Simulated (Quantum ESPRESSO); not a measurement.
# 2H-MoTe2, 1 layer: a series in biaxial strain, part 5 of 7

Wanted: a table for 2H-MoTe2, 1 layer against biaxial strain, and what can be fitted to it.

Quantum ESPRESSO 7.5; plane-wave DFT, PBE, GBRV ultrasoft pseudopotentials.

So far. Step 8 (Bands along a path, -4 %): Along this path the valence top lies at K and the conduction bottom between K and Γ.

## Step 9: Relaxation with pw.x, -3 %

Level of this step: plane-wave DFT, PBE, GBRV ultrasoft pseudopotentials (Quantum ESPRESSO 7.5).

The input, m1.relax.in:

```
&control
  prefix = 'm1.relax'
  outdir = './out'
  pseudo_dir = './pseudo'
  nstep = 40
  forc_conv_thr = 0.0003
  calculation = 'relax'
  tstress = .true.
/
&system
  ibrav = 0
  nat = 3
  ntyp = 2
  ecutwfc = 50
  ecutrho = 250
  occupations = 'smearing'
  smearing = 'fd'
  degauss = 0.002
/
&electrons
  conv_thr = 1e-09
  mixing_beta = 0.4
  electron_maxstep = 120
  mixing_mode = 'plain'
/
&ions
/
ATOMIC_SPECIES
  Te  127.6000  te_pbe_v1.uspp.F.UPF
  Mo  95.9500  mo_pbe_v1.uspp.F.UPF
CELL_PARAMETERS angstrom
  3.45942109791000 0.00000000000000 0.00000000000000
  -1.72971054847000 2.99594655318000 0.00000000000000
  0.00000000000000 0.00000000000000 18.77410263100000
ATOMIC_POSITIONS crystal
  Te  0.333333333300 0.666666666700 0.403499750100
  Mo  0.000000000000 0.000000000000 0.500000000000
  Te  0.333333333300 0.666666666700 0.596500249900
K_POINTS automatic
  12 12 1 0 0 0
```

Command:

```
> OMP_NUM_THREADS=1 mpirun -n 4 pw.x -nk 4 -in m1.relax.in > m1.relax.out
```

Output:

```text
[banner, memory and clock lines left out]
Program PWSCF v.7.5 starts
[...]
Message from routine setup:
[...]
number of electrons       =        26.00
     number of Kohn-Sham states=           17
     kinetic-energy cutoff     =      50.0000  Ry
     charge density cutoff     =     250.0000  Ry
[...]
number of k points=    19  Fermi-Dirac smearing, width (Ry)=  0.0020
[...]
Dense  grid:    87827 G-vectors     FFT dimensions: (  36,  36, 180)
[...]
negative rho (up, down):  2.139E-03 0.000E+00
     Starting wfcs are   21 randomized atomic wfcs
[...]
negative rho (up, down):  2.236E-03 0.000E+00
[...]
estimated scf accuracy    <       0.66197801 Ry
[...]
negative rho (up, down):  2.006E-03 0.000E+00
[...]
estimated scf accuracy    <       2.77761053 Ry
[...]
negative rho (up, down):  2.025E-03 0.000E+00
[...]
estimated scf accuracy    <       0.02624462 Ry
[...]
negative rho (up, down):  2.174E-03 0.000E+00
[...]
estimated scf accuracy    <       0.01129784 Ry
[...]
negative rho (up, down):  2.185E-03 0.000E+00
[...]
estimated scf accuracy    <       0.01129634 Ry
[...]
negative rho (up, down):  2.087E-03 0.000E+00
[...]
estimated scf accuracy    <       0.00080472 Ry
[...]
negative rho (up, down):  2.129E-03 0.000E+00
[...]
estimated scf accuracy    <       0.00256175 Ry
[...]
negative rho (up, down):  2.150E-03 0.000E+00
[...]
estimated scf accuracy    <       0.00038044 Ry
[...]
negative rho (up, down):  2.157E-03 0.000E+00
[...]
estimated scf accuracy    <       0.00003801 Ry
[...]
negative rho (up, down):  2.158E-03 0.000E+00
[...]
estimated scf accuracy    <       0.00000454 Ry
[...]
negative rho (up, down):  2.158E-03 0.000E+00
[...]
estimated scf accuracy    <       0.00000141 Ry
[...]
negative rho (up, down):  2.159E-03 0.000E+00
[...]
estimated scf accuracy    <       0.00000011 Ry
[...]
negative rho (up, down):  2.159E-03 0.000E+00
[...]
estimated scf accuracy    <       0.00000002 Ry
[...]
negative rho (up, down):  2.159E-03 0.000E+00
[...]
the Fermi energy is     1.5340 ev
!    total energy              =    -192.38255720 Ry
     estimated scf accuracy    <          1.2E-10 Ry
     smearing contrib. (-TS)   =      -0.00000000 Ry
     internal energy E=F+TS    =    -192.38255720 Ry
[...]
one-electron contribution =    -809.04479285 Ry
     hartree contribution      =     406.42308811 Ry
     xc contribution           =     -48.41165102 Ry
     ewald contribution        =     258.65079855 Ry
     convergence has been achieved in  14 iterations
     negative rho (up, down):  2.159E-03 0.000E+00
[...]
Total force =     0.033062     Total SCF correction =     0.000008
[...]
negative rho (up, down):  2.159E-03 0.000E+00
[...]
negative rho (up, down):  2.150E-03 0.000E+00
[...]
negative rho (up, down):  2.150E-03 0.000E+00
[...]
estimated scf accuracy    <       0.00008861 Ry
[...]
negative rho (up, down):  2.152E-03 0.000E+00
[...]
estimated scf accuracy    <       0.00032395 Ry
[...]
negative rho (up, down):  2.153E-03 0.000E+00
[...]
estimated scf accuracy    <       0.00000464 Ry
[...]
negative rho (up, down):  2.153E-03 0.000E+00
[...]
estimated scf accuracy    <       0.00000100 Ry
[...]
negative rho (up, down):  2.153E-03 0.000E+00
[...]
estimated scf accuracy    <       0.00000005 Ry
[...]
negative rho (up, down):  2.153E-03 0.000E+00
[...]
estimated scf accuracy    <       0.00000004 Ry
[...]
negative rho (up, down):  2.152E-03 0.000E+00
[...]
the Fermi energy is     1.5064 ev
!    total energy              =    -192.38348332 Ry
     estimated scf accuracy    <          8.2E-10 Ry
     smearing contrib. (-TS)   =      -0.00000000 Ry
     internal energy E=F+TS    =    -192.38348332 Ry
[...]
one-electron contribution =    -806.40389607 Ry
     hartree contribution      =     405.11121064 Ry
     xc contribution           =     -48.39421098 Ry
     ewald contribution        =     257.30341310 Ry
     convergence has been achieved in   7 iterations
     negative rho (up, down):  2.152E-03 0.000E+00
[...]
Total force =     0.023028     Total SCF correction =     0.000007
[...]
negative rho (up, down):  2.152E-03 0.000E+00
[...]
negative rho (up, down):  2.143E-03 0.000E+00
[...]
negative rho (up, down):  2.143E-03 0.000E+00
[...]
estimated scf accuracy    <       0.00011057 Ry
[...]
negative rho (up, down):  2.145E-03 0.000E+00
[...]
estimated scf accuracy    <       0.00043678 Ry
[...]
negative rho (up, down):  2.146E-03 0.000E+00
[...]
estimated scf accuracy    <       0.00000528 Ry
[...]
negative rho (up, down):  2.146E-03 0.000E+00
[...]
estimated scf accuracy    <       0.00000126 Ry
[...]
negative rho (up, down):  2.146E-03 0.000E+00
[...]
estimated scf accuracy    <       0.00000006 Ry
[...]
negative rho (up, down):  2.145E-03 0.000E+00
[...]
estimated scf accuracy    <       0.00000003 Ry
[...]
negative rho (up, down):  2.145E-03 0.000E+00
[...]
estimated scf accuracy    <          8.5E-10 Ry
[...]
negative rho (up, down):  2.145E-03 0.000E+00
[...]
estimated scf accuracy    <          1.5E-10 Ry
[...]
negative rho (up, down):  2.145E-03 0.000E+00
[...]
the Fermi energy is     1.4757 ev
!    total energy              =    -192.38412575 Ry
     estimated scf accuracy    <          1.8E-11 Ry
     smearing contrib. (-TS)   =      -0.00000000 Ry
     internal energy E=F+TS    =    -192.38412575 Ry
[...]
one-electron contribution =    -803.49994126 Ry
     hartree contribution      =     403.66812592 Ry
     xc contribution           =     -48.37527366 Ry
     ewald contribution        =     255.82296325 Ry
     convergence has been achieved in   9 iterations
     negative rho (up, down):  2.145E-03 0.000E+00
[...]
Total force =     0.012373     Total SCF correction =     0.000000
[...]
negative rho (up, down):  2.145E-03 0.000E+00
[...]
negative rho (up, down):  2.134E-03 0.000E+00
[...]
negative rho (up, down):  2.135E-03 0.000E+00
[...]
estimated scf accuracy    <       0.00014358 Ry
[...]
negative rho (up, down):  2.137E-03 0.000E+00
[...]
estimated scf accuracy    <       0.00057921 Ry
[...]
negative rho (up, down):  2.137E-03 0.000E+00
[...]
estimated scf accuracy    <       0.00000814 Ry
[...]
negative rho (up, down):  2.138E-03 0.000E+00
[...]
estimated scf accuracy    <       0.00000171 Ry
[...]
negative rho (up, down):  2.138E-03 0.000E+00
[...]
estimated scf accuracy    <       0.00000010 Ry
[...]
negative rho (up, down):  2.137E-03 0.000E+00
[...]
estimated scf accuracy    <       0.00000007 Ry
[...]
negative rho (up, down):  2.137E-03 0.000E+00
[...]
estimated scf accuracy    <          1.7E-09 Ry
[...]
negative rho (up, down):  2.137E-03 0.000E+00
[...]
estimated scf accuracy    <          8.6E-10 Ry
[...]
negative rho (up, down):  2.137E-03 0.000E+00
[...]
the Fermi energy is     1.5034 ev
!    total energy              =    -192.38439576 Ry
     estimated scf accuracy    <          4.7E-11 Ry
     smearing contrib. (-TS)   =      -0.00000000 Ry
     internal energy E=F+TS    =    -192.38439576 Ry
[...]
one-electron contribution =    -800.12987467 Ry
     hartree contribution      =     401.99311962 Ry
     xc contribution           =     -48.35367629 Ry
     ewald contribution        =     254.10603557 Ry
     convergence has been achieved in   9 iterations
     negative rho (up, down):  2.137E-03 0.000E+00
[...]
Total force =     0.000497     Total SCF correction =     0.000017
[...]
negative rho (up, down):  2.137E-03 0.000E+00
[...]
negative rho (up, down):  2.136E-03 0.000E+00
[...]
negative rho (up, down):  2.136E-03 0.000E+00
[...]
estimated scf accuracy    <       0.00000029 Ry
[...]
negative rho (up, down):  2.137E-03 0.000E+00
[...]
estimated scf accuracy    <       0.00000136 Ry
[...]
negative rho (up, down):  2.137E-03 0.000E+00
[...]
estimated scf accuracy    <          9.9E-09 Ry
[...]
negative rho (up, down):  2.137E-03 0.000E+00
[...]
estimated scf accuracy    <          3.1E-09 Ry
[...]
negative rho (up, down):  2.137E-03 0.000E+00
[...]
estimated scf accuracy    <          1.2E-10 Ry
[...]
negative rho (up, down):  2.137E-03 0.000E+00
[...]
estimated scf accuracy    <          1.7E-11 Ry
[...]
negative rho (up, down):  2.137E-03 0.000E+00
[...]
the Fermi energy is     1.5019 ev
!    total energy              =    -192.38439622 Ry
     estimated scf accuracy    <          3.1E-12 Ry
     smearing contrib. (-TS)   =      -0.00000000 Ry
     internal energy E=F+TS    =    -192.38439622 Ry
[...]
one-electron contribution =    -799.98866036 Ry
     hartree contribution      =     401.92283210 Ry
     xc contribution           =     -48.35277790 Ry
     ewald contribution        =     254.03420994 Ry
     convergence has been achieved in   7 iterations
     negative rho (up, down):  2.137E-03 0.000E+00
[...]
Total force =     0.000016     Total SCF correction =     0.000004
[...]
negative rho (up, down):  2.137E-03 0.000E+00
[...]
```

Elapsed: 69 s, on 4 MPI ranks of Arm Neoverse V1, shared host; peak memory 0.74 GiB; 4.6 min of CPU time.

Relaxation path:

```tsv
step	energy less that of the first step (eV)	largest force (eV/Å)
1	0.0000	0.6011
2	-0.0126	0.4187
3	-0.0213	0.2250
4	-0.0250	0.0090
5	-0.0250	0.0003
```

The atoms that moved most (Å):

```tsv
atom	dx	dy	dz	length
Te1	0.000	0.000	-0.042	0.042
Te3	0.000	0.000	0.042	0.042
```

Final coordinates:

```xyz
3
Lattice="3.4594 0.0000 0.0000 -1.7297 2.9959 0.0000 0.0000 0.0000 18.7741" Properties=species:S:1:pos:R:3
Te    0.0000    1.9973    7.5329
Mo    0.0000    0.0000    9.3871
Te    0.0000    1.9973   11.2412
```

The relaxation lowers the energy by 8 meV an atom.

Numbers from this step:

```
free energy  : -2617.5231 eV
Fermi energy : 1.502 eV
```

## Step 10: Self-consistent run, -3 %

The input, m1.scf.in:

```
&control
  prefix = 'm1.scf'
  outdir = './out'
  pseudo_dir = './pseudo'
  calculation = 'scf'
  tprnfor = .true.
/
&system
  ibrav = 0
  nat = 3
  ntyp = 2
  ecutwfc = 40
  ecutrho = 200
  occupations = 'smearing'
  smearing = 'fd'
  degauss = 0.002
  nbnd = 17
/
&electrons
  conv_thr = 1e-09
  mixing_beta = 0.4
  electron_maxstep = 120
  mixing_mode = 'plain'
/
ATOMIC_SPECIES
  Te  127.6000  te_pbe_v1.uspp.F.UPF
  Mo  95.9500  mo_pbe_v1.uspp.F.UPF
CELL_PARAMETERS angstrom
  3.45942109791000 0.00000000000000 0.00000000000000
  -1.72971054847000 2.99594655318000 0.00000000000000
  0.00000000000000 0.00000000000000 18.77410263100000
ATOMIC_POSITIONS crystal
  Te  0.333333333300 0.666666666700 0.401238932900
  Mo  0.000000000000 0.000000000000 0.500000000000
  Te  0.333333333300 0.666666666700 0.598761067100
K_POINTS automatic
  12 12 1 0 0 0
```

Command:

```
> OMP_NUM_THREADS=1 mpirun -n 4 pw.x -nk 4 -in m1.scf.in > m1.scf.out
```

Output:

```text
[banner, memory and clock lines left out]
Program PWSCF v.7.5 starts
[...]
Message from routine setup:
[...]
number of electrons       =        26.00
     number of Kohn-Sham states=           17
     kinetic-energy cutoff     =      40.0000  Ry
     charge density cutoff     =     200.0000  Ry
[...]
number of k points=    19  Fermi-Dirac smearing, width (Ry)=  0.0020
[...]
Dense  grid:    62721 G-vectors     FFT dimensions: (  30,  30, 160)
[...]
negative rho (up, down):  2.177E-03 0.000E+00
     Starting wfcs are   21 randomized atomic wfcs
[...]
negative rho (up, down):  2.267E-03 0.000E+00
[...]
estimated scf accuracy    <       0.69236737 Ry
[...]
negative rho (up, down):  2.010E-03 0.000E+00
[...]
estimated scf accuracy    <       3.28672179 Ry
[...]
negative rho (up, down):  2.021E-03 0.000E+00
[...]
estimated scf accuracy    <       0.02867995 Ry
[...]
negative rho (up, down):  2.273E-03 0.000E+00
[...]
estimated scf accuracy    <       0.01552666 Ry
[...]
negative rho (up, down):  2.375E-03 0.000E+00
[...]
estimated scf accuracy    <       0.04333577 Ry
[...]
negative rho (up, down):  2.211E-03 0.000E+00
[...]
estimated scf accuracy    <       0.00527156 Ry
[...]
negative rho (up, down):  2.180E-03 0.000E+00
[...]
estimated scf accuracy    <       0.00007658 Ry
[...]
negative rho (up, down):  2.170E-03 0.000E+00
[...]
estimated scf accuracy    <       0.00020862 Ry
[...]
negative rho (up, down):  2.181E-03 0.000E+00
[...]
estimated scf accuracy    <       0.00014092 Ry
[...]
negative rho (up, down):  2.189E-03 0.000E+00
[...]
estimated scf accuracy    <       0.00002669 Ry
[...]
negative rho (up, down):  2.189E-03 0.000E+00
[...]
estimated scf accuracy    <       0.00000212 Ry
[...]
negative rho (up, down):  2.190E-03 0.000E+00
[...]
estimated scf accuracy    <       0.00000032 Ry
[...]
negative rho (up, down):  2.190E-03 0.000E+00
[...]
estimated scf accuracy    <          2.8E-09 Ry
[...]
negative rho (up, down):  2.190E-03 0.000E+00
[...]
estimated scf accuracy    <          1.6E-09 Ry
[...]
negative rho (up, down):  2.191E-03 0.000E+00
[...]
the Fermi energy is     1.5026 ev
!    total energy              =    -192.38345605 Ry
     estimated scf accuracy    <          8.9E-10 Ry
     smearing contrib. (-TS)   =      -0.00000000 Ry
     internal energy E=F+TS    =    -192.38345605 Ry
[...]
one-electron contribution =    -799.98939729 Ry
     hartree contribution      =     401.92469154 Ry
     xc contribution           =     -48.35296021 Ry
     ewald contribution        =     254.03420990 Ry
     convergence has been achieved in  15 iterations
     negative rho (up, down):  2.191E-03 0.000E+00
[...]
Total force =     0.000021     Total SCF correction =     0.000077
[...]
```

It took 17 s on 4 MPI ranks; peak memory 0.58 GiB; 66 s of CPU time.

Numbers from this step:

- free energy: -2617.5103 eV
- Fermi energy: 1.503 eV
- valence top, on the run's zero: 0.9537 eV
- conduction bottom, on the run's zero: 2.092 eV
- gap by band count: 1.139 eV

## Step 11: Ground state, -3 %

Level of this step: plane-wave DFT, PBE, PseudoDojo fully relativistic norm-conserving pseudopotentials (Quantum ESPRESSO 7.5).

m1.soc.in is the input of step 10 with these lines changed:

```diff
@@ -1,3 +1,3 @@
 &control
-  prefix = 'm1.scf'
+  prefix = 'm1.soc'
   outdir = './out'
@@ -11,4 +11,4 @@
   ntyp = 2
-  ecutwfc = 40
-  ecutrho = 200
+  ecutwfc = 72
+  ecutrho = 288
   occupations = 'smearing'
@@ -16,6 +16,8 @@
   degauss = 0.002
-  nbnd = 17
+  noncolin = .true.
+  lspinorb = .true.
+  nbnd = 52
 /
 &electrons
-  conv_thr = 1e-09
+  conv_thr = 1e-07
   mixing_beta = 0.4
@@ -25,4 +27,4 @@
 ATOMIC_SPECIES
-  Te  127.6000  te_pbe_v1.uspp.F.UPF
-  Mo  95.9500  mo_pbe_v1.uspp.F.UPF
+  Te  127.6000  Te.dojo-fr-pbe-0.4-standard.upf
+  Mo  95.9500  Mo.dojo-fr-pbe-0.4-standard.upf
 CELL_PARAMETERS angstrom
@@ -36,2 +38,2 @@
 K_POINTS automatic
-  12 12 1 0 0 0
+  6 6 1 0 0 0
```

Command:

```
> OMP_NUM_THREADS=1 mpirun -n 4 pw.x -nk 2 -in m1.soc.in > m1.soc.out
```

Output:

```text
[banner, memory and clock lines left out]
Program PWSCF v.7.5 starts
[...]
Message from routine setup:
[...]
number of electrons       =        46.00
     number of Kohn-Sham states=           52
     kinetic-energy cutoff     =      72.0000  Ry
     charge density cutoff     =     288.0000  Ry
[...]
number of k points=     7  Fermi-Dirac smearing, width (Ry)=  0.0020
[...]
Dense  grid:   108461 G-vectors     FFT dimensions: (  36,  36, 192)
[...]
negative rho (up, down):  6.341E-05 0.000E+00
     Starting wfcs are   56 randomized atomic wfcs
[...]
negative rho (up, down):  3.390E-05 0.000E+00
[...]
estimated scf accuracy    <       0.15758549 Ry
[...]
negative rho (up, down):  2.469E-05 0.000E+00
[...]
estimated scf accuracy    <       0.11541140 Ry
[...]
negative rho (up, down):  1.284E-05 0.000E+00
[...]
estimated scf accuracy    <       0.07492541 Ry
[...]
negative rho (up, down):  1.490E-06 0.000E+00
[...]
estimated scf accuracy    <       0.00236899 Ry
[...]
negative rho (up, down):  8.127E-07 0.000E+00
[...]
estimated scf accuracy    <       0.00291861 Ry
[...]
negative rho (up, down):  2.372E-08 0.000E+00
[...]
estimated scf accuracy    <       0.00002688 Ry
[...]
estimated scf accuracy    <       0.00006130 Ry
[...]
estimated scf accuracy    <       0.00000234 Ry
[...]
estimated scf accuracy    <       0.00000144 Ry
[...]
the Fermi energy is     2.5742 ev
!    total energy              =    -559.83785277 Ry
     estimated scf accuracy    <          6.5E-09 Ry
     smearing contrib. (-TS)   =      -0.00000000 Ry
     internal energy E=F+TS    =    -559.83785277 Ry
[...]
one-electron contribution =   -2267.71771602 Ry
     hartree contribution      =    1136.18335269 Ry
     xc contribution           =    -119.18210722 Ry
     ewald contribution        =     690.87861779 Ry
     convergence has been achieved in  10 iterations
[...]
Total force =     0.001619     Total SCF correction =     0.000829
[...]
```

Elapsed: 65 s, on 4 MPI ranks; peak memory 0.88 GiB.

This step gave:

```
free energy                          : -7616.9820 eV
Fermi energy                         : 2.574 eV
valence top, on the run's zero       : 2.080 eV
conduction bottom, on the run's zero : 3.099 eV
gap by band count                    : 1.019 eV
```

(Continued in part 6 of 7.)

[Logs are printed without paths, hosts, clocks, repeated set-up lines and the standing remarks that a program may print on its own settings, such as how far it seeks lower states.]

[Hosts, paths, dates, database ids (printed as entryN), source tags and the programs' standing remarks are cut or masked in the printed files.]

[Maps of the electrostatic potential energy from Ansatz leave out the sawtooth potential of an applied field or a dipole correction, so their vacuum need not be flat; planar profiles and work functions include it.]
